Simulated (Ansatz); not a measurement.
The system is PbF2 (Fluorocronite).

```
Pb F
1.0
     0.00000    2.96366    2.96366
     2.96366    0.00000    2.96366
     2.96366    2.96366    0.00000
Pb F
1 2
Direct
  0.00000 0.00000 0.00000
  0.75000 0.75000 0.75000
  0.25000 0.25000 0.25000
```

```yaml
Program: Ansatz 0.2.0
Task: relaxation of cell and atoms
Functional: PBEsol
Dispersion: D3(BJ)
Potentials_or_basis: Ansatz PAW
Cutoff: "420 eV (not typed: the program's choice for these potentials)"
k_mesh: 8 × 8 × 8
Occupations: fermi-dirac, width 0.05 eV
Spin: no spin polarisation
```

At the start: volume 17.35 Å³/atom.

Task: How do energy, volume and symmetry change on relaxing?

Result: It ends after 7 steps and the volume is 16.80 Å³/atom (-3.2 %); space group Fm-3m (No. 225, to 0.05 Å).

Step by step:
```tsv
step	energy change (eV)	largest force (eV/Å)	volume (Å³)
1	0.0000	0.0000	52.06
2	-0.0118	0.0000	49.17
3	-0.0169	0.0000	50.56
4	-0.0171	0.0000	50.50
5	-0.0131	0.0000	50.50
6	-0.0135	0.0000	50.39
7	-0.0132	0.0000	50.39
```

Final structure:
```cif
data_structure
_symmetry_space_group_name_H-M 'P 1'
_symmetry_Int_Tables_number 1
_cell_length_a 4.1460
_cell_length_b 4.1460
_cell_length_c 4.1460
_cell_angle_alpha 60.000
_cell_angle_beta 60.000
_cell_angle_gamma 60.000
_cell_volume 50.39
loop_
_atom_site_label
_atom_site_type_symbol
_atom_site_fract_x
_atom_site_fract_y
_atom_site_fract_z
_atom_site_occupancy
Pb1 Pb 0.00000 0.00000 0.00000 1
F1 F 0.75000 0.75000 0.75000 1
F2 F 0.25000 0.25000 0.25000 1
```

Caveat: the plane-wave basis is chosen anew once the cell has moved, so the energies of steps on either side of that aren't comparable; the pressure holds a Pulay correction of +0.5 GPa for the finite cutoff; the PAW data sets come from PBE, with cores solved anew for the run's functional, which leaves a small shift of forces and pressure.
